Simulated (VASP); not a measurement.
Here is a VASP 6.6.1 calculation.

Contents of INCAR:

```
  PREC = Accurate
  ENCUT = 520
  EDIFF = 1E-7
  ISMEAR = 0
  SIGMA = 0.02
  LREAL = False
  LASPH = True
  NELM = 60
  ALGO = Normal
  ISIF = 2
  LWAVE = False
  LCHARG = False
  GGA = PE
  LOPTICS = True
  NBANDS = 56
  NEDOS = 2000
  CSHIFT = 0.1
```

The input KPOINTS:

```
regular mesh
0
Gamma
  18 18 18
```

File POSCAR:

```
TiN                                     
1.0
    0.0000000000      2.1246364449      2.1246364449
    2.1246364449     -0.0000000000      2.1246364449
    2.1246364449      2.1246364449      0.0000000000
  Ti              N             
     1     1
Direct
     0.0000000000000000    0.0000000000000000    0.0000000000000000
     0.5000000000000000    0.5000000000000000    0.5000000000000000
```

Potentials or basis: VASP PAW PBE potentials, release 64 (Ti_sv, N).

Run with:

```console
$ cat potpaw_PBE.64/Ti_sv/POTCAR potpaw_PBE.64/N/POTCAR > POTCAR
$ mpirun -np 1 vasp_std > vasp.out
```

**Question.** Estimate the band gap on the k mesh.

**Answer.** None (metal or under the smearing width).

**Question.** Predict the pressure.

**Answer.** 0.0 GPa.

Dielectric function (mean over the directions given):
```csv
energy (eV),real part,imaginary part
0.27,29.62,49.98
0.91,4.35,7.85
1.54,5.60,2.02
2.26,8.52,2.29
2.90,9.76,3.41
3.62,7.68,5.97
4.26,8.79,6.45
4.98,8.31,10.17
5.61,4.27,9.97
6.34,2.52,10.47
6.97,-0.48,7.77
7.70,-0.44,9.02
8.33,-0.21,6.91
9.05,-2.04,4.97
9.69,-2.89,4.06
10.41,-2.12,2.13
11.05,-1.11,1.11
11.77,0.30,1.16
12.40,0.86,1.83
13.13,0.66,2.18
13.76,0.16,2.37
14.49,0.08,1.97
15.12,0.34,1.13
15.84,0.72,1.03
16.48,1.42,1.51
17.20,0.87,2.66
17.84,0.01,1.97
18.56,0.22,1.78
19.19,-0.05,1.74
19.92,-0.17,1.33
```

Caveat: independent-particle spectra lack excitons; the intraband (Drude) part of a metal's response may be missing.
